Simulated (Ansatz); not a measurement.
# ZnGa2O4: the band gap up the ladder of functionals

An exercise on one series of results from a longer session: the logs are not shown, and one member is left open.

The runs shown are made with Ansatz 0.2.0. PAW datasets, plane waves. Computed at 0 K without zero-point motion; spin polarisation is off.

## Starting point

The cell was relaxed beforehand with r2SCAN.

It is cubic, Fd-3m (No. 227); conventional cell a = 8.328 Å, 10.31 Å³ an atom. Around Zn lie 4 O at 1.97 Å; around Ga lie 6 O at 1.99 Å; around O lie 1 Zn at 1.97 Å and 3 Ga at 1.99 Å.

The structure in full:

```cif
data_structure
_symmetry_space_group_name_H-M 'P 1'
_symmetry_Int_Tables_number 1
_cell_length_a 5.8889
_cell_length_b 5.8889
_cell_length_c 5.8889
_cell_angle_alpha 60.000
_cell_angle_beta 60.000
_cell_angle_gamma 60.000
_cell_volume 144.40
loop_
_atom_site_label
_atom_site_type_symbol
_atom_site_fract_x
_atom_site_fract_y
_atom_site_fract_z
_atom_site_occupancy
Zn1 Zn 0.50000 0.50000 0.50000 1
Zn2 Zn 0.75000 0.75000 0.75000 1
Ga1 Ga 0.12500 0.12500 0.62500 1
Ga2 Ga 0.12500 0.62500 0.12500 1
Ga3 Ga 0.62500 0.12500 0.12500 1
Ga4 Ga 0.12500 0.12500 0.12500 1
O1 O 0.88660 0.34021 0.88660 1
O2 O 0.36340 0.36340 0.90979 1
O3 O 0.36340 0.36340 0.36340 1
O4 O 0.90979 0.36340 0.36340 1
O5 O 0.88660 0.88660 0.88660 1
O6 O 0.34021 0.88660 0.88660 1
O7 O 0.36340 0.90979 0.36340 1
O8 O 0.88660 0.88660 0.34021 1
```

Set-up of the first run:

input.yaml reads:

```yaml
crystal:
  lattice:
    - [0.0, 4.1640583738, 4.1640583738]
    - [4.1640583738, 0.0, 4.1640583738]
    - [4.1640583738, 4.1640583738, 0.0]
  atoms:
    - { symbol: Zn, position: [0.5, 0.5, 0.5] }
    - { symbol: Zn, position: [0.75, 0.75, 0.75] }
    - { symbol: Ga, position: [0.125, 0.125, 0.625] }
    - { symbol: Ga, position: [0.125, 0.625, 0.125] }
    - { symbol: Ga, position: [0.625, 0.125, 0.125] }
    - { symbol: Ga, position: [0.125, 0.125, 0.125] }
    - { symbol: O, position: [0.886595586, 0.3402132421, 0.886595586] }
    - { symbol: O, position: [0.363404414, 0.363404414, 0.9097867579] }
    - { symbol: O, position: [0.363404414, 0.363404414, 0.363404414] }
    - { symbol: O, position: [0.9097867579, 0.363404414, 0.363404414] }
    - { symbol: O, position: [0.886595586, 0.886595586, 0.886595586] }
    - { symbol: O, position: [0.3402132421, 0.886595586, 0.886595586] }
    - { symbol: O, position: [0.363404414, 0.9097867579, 0.363404414] }
    - { symbol: O, position: [0.886595586, 0.886595586, 0.3402132421] }
kpoints:
  mp_grid: { grid: [6, 6, 6] }
  band_path:
    path:
      - [[0.0, 0.0, 0.0], [0.5, -9.177414631542e-36, 0.5], [0.625, 0.25, 0.625]]
      - [[0.375, 0.375, 0.75], [0.0, 0.0, 0.0], [0.5, 0.5, 0.5], [0.5, 0.25, 0.75], [0.5, -9.177414631542e-36, 0.5]]
    npoints: 10
hamiltonian:
  xc: pbe
scf:
  occupations: { method: fermi_dirac, width: 0.02 }
  n_extra_bands: 7
output:
  forces: true
  stress: true
  eigenvalues: true
  write_density: true
  write_potential: true
  elf: true
  volumetric_format: npy
```

Run with:

```sh
> ansatz run input.yaml --threads 8 --pin off --max-ram 20275MiB --backend cpu --events-out ev --progress --plain --runs-dir out
```

Among the steps run: PBE bands along the symmetry lines; r2SCAN at the same geometry; HSE06; PBE+SOC at the same geometry; PBE0 at the same geometry; LDA at the same geometry; DDH-PBE0; Hartree-Fock.

One of the session's tables, all rows but one given; the rest of the session is left out.

| level | gap (eV) |
| --- | --- |
| PBE | 2.63 |
| r2SCAN | 3.24 |
| HSE06 | 4.40 |
| PBE+SOC | 2.63 |
| PBE0 | 5.11 |
| LDA | ? |
| DDH-PBE0 | 5.01 |
| Hartree-Fock | 13.48 |

Q: Estimate the row for LDA from the others.

**Answer.** gap (eV): 2.55. In the column «gap (eV)» it is the lowest.

Meshes: PBE 6×6×6, r2SCAN 6×6×6, HSE06 4×4×4, PBE+SOC 6×6×6, PBE0 4×4×4, LDA 6×6×6, DDH-PBE0 4×4×4, Hartree-Fock 4×4×4

What this shows: The gap runs from 2.55 eV (LDA) to 13.48 eV (Hartree-Fock). Against HSE06, PBE is short by 1.77 eV, at 60 % of it, and r2SCAN 74 %. PBE0 lies 0.71 eV above HSE06, which differs from it by screening the long-range exchange.

To keep in mind: Warnings in the runs' records: stress exchange threshold loose, stress scf threshold loose.
